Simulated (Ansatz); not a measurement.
Input of an Ansatz 0.2.0 run:

File input.yaml:

```yaml
crystal:
  lattice:
    - [0.0, 2.873958, 2.873958]
    - [2.873958, 0.0, 2.873958]
    - [2.873958, 2.873958, 0.0]
  atoms:
    - { symbol: Cd, position: [0.0, 0.0, 0.0] }
    - { symbol: Se, position: [0.5, 0.5, 0.5] }
hamiltonian:
  xc: pbe
  pseudopotentials: { kind: paw }
  dispersion: d4
kpoints:
  mp_grid: { grid: [8, 8, 8] }
scf:
  occupations: { method: fermi_dirac, width: 0.05 }
output:
  forces: true
  stress: true
  eigenvalues: true
relax:
  f_tol: 0.01
  max_steps: 40
  cell: { stress_tol: 0.05 }
```

Potentials or basis: Ansatz PAW.

Launch:

```console
$ ansatz run input.yaml --threads 2 --pin off --max-ram 5632MiB --backend cpu --events-out ev --progress --plain --runs-dir out
```

(1) Estimate the relaxed cell.

(2) Estimate the space group after relaxing (to 0.05 Å).

(3) Estimate the relaxed volume.

(4) Predict the band gap on the k mesh.

Answers

(1) a = 4.001 Å, b = 4.001 Å, c = 4.001 Å, α = 60.00°, β = 60.00°, γ = 60.00°.

(2) Fm-3m (No. 225).

(3) 22.65 Å³/atom.

(4) none (metal or under the smearing width).

Caveat: pairwise dispersion overbinds metals, which lowers pressure and volume.
